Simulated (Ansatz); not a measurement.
# WS2 (R3m) in Ansatz: notebook, part 2 of 2

Ansatz 0.2.0. Earlier steps stand in the parts before.

### Step 10. Equation of state, LDA

Potentials or basis: Ansatz PAW.

No new run: the results of the series are fitted here.

Results:

```yaml
Equilibrium_volume: 17.37 Å³/atom
Bulk_modulus_at_fixed_shape_and_positions: 178 GPa
Pressure_derivative_of_the_bulk_modulus: 4.4
```

Energy against volume, from the lowest point:
```tsv
volume (Å³/atom)	energy (meV/atom)
16.679	16.15
17.034	3.62
17.389	0.00
17.744	4.37
18.099	15.91
18.454	33.86
18.809	57.55
```

Caveat: the cell was scaled at fixed shape and fractional positions, which overstates the stiffness of a crystal with free parameters, most of all of layers and chains. The run has no spin-orbit coupling, so splittings on W are missing.

### Step 11. Band structure, r2SCAN

Contents of input.yaml:

```yaml
crystal:
  lattice:
    - [1.579, 0.9116360751, 6.1633333333]
    - [-1.579, 0.9116360751, 6.1633333333]
    - [0.0, -1.8232721501, 6.1633333333]
  atoms:
    - { symbol: W, position: [0.0, 0.0, 0.0] }
    - { symbol: S, position: [0.581, 0.581, 0.581] }
    - { symbol: S, position: [0.7503, 0.7503, 0.7503] }
hamiltonian:
  xc: r2scan
  pseudopotentials: { kind: paw }
kpoints:
  mp_grid: { grid: [10, 10, 10] }
  band_path:
    path:
      - [[0.0, 0.0, 0.0], [0.5, 0.0, 0.0], [0.5, 0.1812521368, -0.1812521368]]
      - [[0.8187478632, 0.5, 0.1812521368], [0.5, 0.5, 0.5], [0.0, 0.0, 0.0], [0.3406260684, 0.0, -0.3406260684]]
      - [[0.6593739316, 0.3406260684, 0.0], [0.5, 0.5, 0.0], [0.6593739316, 0.6593739316, 0.1812521368], [0.5, 0.5, 0.5]]
      - [[0.5, 0.0, 0.0], [0.8187478632, 0.3406260684, 0.3406260684]]
    npoints: 14
scf:
  occupations: { method: fermi_dirac, width: 0.05 }
  n_extra_bands: 7
output:
  forces: true
  stress: true
  eigenvalues: true
  fatbands: false
```

Potentials or basis: Ansatz PAW.

Launch:

```console
$ ansatz run input.yaml --threads 2 --pin off --max-ram 5632MiB --backend cpu --events-out ev --progress --plain --runs-dir out
```

Standard output:

```text
Warning: RAYON_NUM_THREADS=2 ignored (pool sized by the plan → 2); use --threads N
basis.fft_grid_basis auto: the FFT boxes are laid along the combinations [[1, 0, -1], [0, 1, -1], [0, 0, 1]] of the cell's own vectors, 3.158, 3.158 and 6.427 Å long. The dense box has 24×24×48 points. Along the cell's own vectors, as sized, it would have 48×48×48, 4.00 times as many. Of the 6 symmetry operations that the crystal satisfies within crystal.symmetry.tolerance (time reversal apart; of a slab, those that keep its plane) the dense box along the cell's own vectors carries 6, and the one as laid loses 4 of those. basis.fft_grid_basis: typed keeps the cell's own vectors: state it where this run's energies or levels are differenced outside the engine with another run's, or held beside a run that keeps those vectors.
scf.n_extra_bands = 7 over 13 filled bands (N_el = 26.0): the run solves 20 bands
Engine: ansatz 0.2.0, aarch64-unknown-linux-gnu
Pseudopotentials: kind: paw
Pseudopotential: W, paw, valence charge 14, recommended cutoff 500 eV (meta_gga), W.paw.azcp
[... 60 lines left out ...]
  atom   1  W      0.00000000    -0.00000000    -0.62119019
  atom   2  S     -0.00000000     0.00000000     0.36468526
  atom   3  S     -0.00000000     0.00000000     0.25651581
  max |Σ_I F_I| component: 1.09e-5 eV/Å
--- Stress (GPa, compression-positive) ---
        2.945796       0.000000       0.000000
        0.000000       2.945796      -0.000000
        0.000000      -0.000000       1.831353
  P = ⅓ Tr σ = 2.5743 GPa (25.743 kbar)
--- Band table (eV; the first three rows and the last of 116) ---
  k-point 0: bands = ["-64.9219", "-28.5786", "-28.3939", "-28.3939", "-4.7871", "-2.7125", "3.6556", "7.8956", "7.8956", "9.1845", "9.1845", "9.9281", "10.3904", "13.9655", "13.9655", "14.2969", "14.2969", "16.8451", "20.0699", "20.6625"]
  k-point 1: bands = ["-64.9199", "-28.5716", "-28.4318", "-28.4026", "-4.6091", "-2.6621", "3.8730", "7.4658", "8.0643", "8.5572", "8.9176", "10.0595", "10.4530", "13.7295", "14.0412", "14.0722", "14.3531", "17.6066", "20.5590", "20.7844"]
  k-point 2: bands = ["-64.9147", "-28.5532", "-28.5298", "-28.4254", "-4.1130", "-2.5216", "4.4272", "6.5545", "7.5562", "8.2931", "8.5675", "9.8199", "10.2219", "13.1480", "13.8435", "14.4005", "14.9287", "18.7987", "20.5116", "21.0770"]
  k-point 115: bands = ["-64.9219", "-28.5787", "-28.3939", "-28.3939", "-4.5582", "-3.1491", "4.7285", "7.5975", "7.8786", "7.8786", "9.2193", "9.2193", "11.6397", "14.0715", "14.0715", "14.1437", "14.1437", "17.0170", "20.5257", "21.8203"]
```

bands.tsv:

```text
[... 151 lines left out ...]
7.220204	-77.076058	-40.953185	-40.679892	-40.659294	-14.577276	-14.324811	-8.097086	-6.783085	-5.892624	-4.873838	-3.685055	-2.654002	-2.211285	1.842905	2.331079	3.069388	3.827486	4.361048	6.839690	7.893090
7.244741	-77.076070	-40.952959	-40.679935	-40.659240	-14.571318	-14.334515	-8.084400	-6.795320	-5.867666	-4.866839	-3.728511	-2.668979	-2.201929	1.838268	2.339229	3.033864	3.864024	4.421650	6.851258	7.933750
7.269277	-77.076084	-40.952717	-40.679982	-40.659182	-14.565778	-14.343909	-8.072124	-6.806502	-5.843579	-4.860077	-3.769064	-2.683170	-2.194494	1.833743	2.344072	3.002332	3.898608	4.487178	6.853392	7.958742
```

It took 16 s on 2 threads of Arm Neoverse V2, shared host; peak memory 0.53 GiB.

What came out:

```yaml
Free_energy: -12211.6176 eV
Pressure: 2.6 GPa
Largest_force: 0.621 eV/Å
Band_gap_on_the_k_mesh: 1.17 eV, indirect (least direct gap 2.37 eV)
Band_gap_along_the_path: 1.12 eV, indirect (least direct gap 2.02 eV)
```

Forces on the atoms (eV/Å):
```
W    0.000  0.000 -0.621
S    0.000  0.000  0.365
S    0.000  0.000  0.257
```

Levels at the corners of the path, in eV from the valence-band top:
```csv
point,band 9,band 10,band 11,band 12,band 13,band 14,band 15,band 16,band 17,band 18
Γ,-3.74,-2.46,-2.46,-1.71,-1.25,2.33,2.33,2.66,2.66,5.21
L,-5.55,-4.39,-2.75,-1.99,-1.82,2.42,2.73,3.91,4.06,4.73
B1,-5.45,-4.88,-4.29,-3.23,-0.75,1.34,2.72,3.73,5.17,6.42
B,-5.45,-4.88,-4.29,-3.23,-0.75,1.34,2.72,3.73,5.17,6.42
Z,-3.76,-3.76,-2.42,-2.42,0.00,2.43,2.43,2.50,2.50,5.38
Γ,-3.74,-2.46,-2.46,-1.71,-1.25,2.33,2.33,2.66,2.66,5.21
X,-5.49,-4.89,-4.22,-3.27,-0.73,1.30,2.73,3.69,5.21,6.20
Q,-5.49,-4.89,-4.22,-3.27,-0.73,1.30,2.73,3.69,5.21,6.20
F,-5.23,-4.31,-3.37,-2.19,-1.64,2.37,2.85,3.48,4.57,5.35
P1,-5.31,-4.32,-3.23,-2.15,-1.66,2.37,2.88,3.54,4.43,5.02
Z,-3.76,-3.76,-2.42,-2.42,0.00,2.43,2.43,2.50,2.50,5.38
L,-5.55,-4.39,-2.75,-1.99,-1.82,2.42,2.73,3.91,4.06,4.73
P,-5.31,-4.32,-3.23,-2.15,-1.66,2.37,2.88,3.54,4.43,5.02
```

Caveat: the k mesh misses the band edges, so the gap on the mesh is wider than the one along the path; spin-orbit coupling is left out, which moves the levels of the heavy elements; the PAW data sets come from PBE, with cores solved anew for the run's functional, which leaves a small shift of forces and pressure.

### Step 12. Summary

| task | level | cutoff (eV) | points for each segment of the path | gap on the mesh (eV) | pressure (GPa) | largest force (eV/Å) |
| --- | --- | --- | --- | --- | --- | --- |
| band structure | LDA | 420 | 14 | 0.98 | -3.7 | 0.58 |
| equation of state | LDA | 420 | - | - | - | - |
| band structure | r2SCAN | 500 | 14 | 1.17 | 2.6 | 0.62 |

Alike in all rows: potentials or basis Ansatz PAW; no spin polarisation; cell as given; k mesh 10 × 10 × 10; smearing fermi-dirac 0.05 eV.

Caveats: spin-orbit coupling is left out, which moves the levels of the heavy elements (some runs); the PAW data sets come from PBE, with cores solved anew for the run's functional, which leaves a small shift of forces and pressure (some runs); the cell was scaled at fixed shape and fractional positions, which overstates the stiffness of a crystal with free parameters, most of all of layers and chains (some runs); the k mesh misses the band edges, so the gap on the mesh is wider than the one along the path (some runs).

Total energies depend on the potentials used, so only differences within one code and one set of settings carry meaning.
